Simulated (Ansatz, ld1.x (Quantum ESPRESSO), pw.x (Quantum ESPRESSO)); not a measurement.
Mg (Z = 12): one change to the ultrasoft potential, in the atom and in the sc crystal

* Element: Mg
* Generator: ld1.x (Quantum ESPRESSO) 7.5
* Type: ultrasoft
* Functional: PBE
* Relativity: scalar-relativistic
* Frozen core: [Ne]
* Valence charge: 2
* Reference configuration: 3s2 3p0
* Partial waves: 3s (bound): rcut 1.80, rcutus 2.30 bohr; 3s channel at 0.6 Ry: rcut 1.80, rcutus 2.30 bohr; 3p (bound, empty): rcut 3.00, rcutus 3.40 bohr; 3p channel at 0.75 Ry: rcut 3.00, rcutus 3.40 bohr
* Local potential: all-electron potential smoothed inside 2.60 bohr (lloc = -1)
* Core correction: none
* Augmentation charge: built from norm-conserving waves at rcut, not smoothed further

Change: waves 3p (bound): rcut 3.00, rcutus 4.68 bohr; 3p channel at 0.75 Ry: rcut 3.00, rcutus 4.68 bohr.

Cutoffs, loose and tight: the cutoffs (Ry, on a coarse ladder) from which the occupation-weighted sum of valence levels, in a spherical-Bessel basis at the reference potential, stays within 10 and 1 mRy of its value at 400 Ry. They do not see the model core or the augmentation charge, which bear on the density cutoff. Test errors are all-electron minus pseudo excitation energies from the reference, over the configurations 3s1 3p0; 3s1.5 3p0; 3s1 3p1; 3s0 3p2; 3s0 3p1; variants that change the core or the reference have their own tests.

Crystal test: sc Mg in pw.x 7.5, no spin, 11³ k-points, Fermi–Dirac smearing 0.01 Ry, cutoffs set for each file from its atomic test. The reference is all-electron LAPW (Ansatz 0.2.0) with the same functional, mesh and smearing; V0 and B0 come from Birch–Murnaghan fits to the pressures at five volumes. Errors are pseudo minus all-electron; Δ is the rms difference of the E(V) curves that follow from these fits, minima aligned, over ±6 % about the mean V0. Mesh and smearing are coarse, so the numbers serve the comparison and aren't converged zero-temperature values; the lattice is a test structure that the element need not adopt.

All-electron: a0 = 3.021 Å (V0 = 27.58 Å³/atom), B0 = 22.7 GPa.

Does the change bring the crystal closer to the all-electron result?

The mean pressure error goes from +0.85 to +0.95 GPa, so the change moves the solid further from the all-electron pressures.

```
                       quantity       base    changed
                 outcome (atom)  generated  generated
           cutoff, loose (atom)       6 Ry       6 Ry
           cutoff, tight (atom)       6 Ry       6 Ry
            bound ghosts (atom)       none       none
largest test error (meV) (atom)       +111       +113
           cutoffs in pw.x (Ry)     40/600     40/600
                         a0 (Å)      3.059      3.064
                   a0 error (%)      +1.24      +1.41
                   B0 error (%)       -4.6       -6.4
                   Δ (meV/atom)        5.0        5.6
      mean pressure error (GPa)      +0.85      +0.95
```

Base: The largest radius (3.40 bohr) exceeds half the bond length (2.86 bohr), so the spheres overlap, which is one possible source of error among others. This is a poor potential for the solid. Changed file: The largest radius (4.68 bohr) exceeds half the bond length (2.86 bohr), so the spheres overlap, which is one possible source of error among others. This is a poor potential for the solid. The atomic cutoffs weigh occupied waves only.
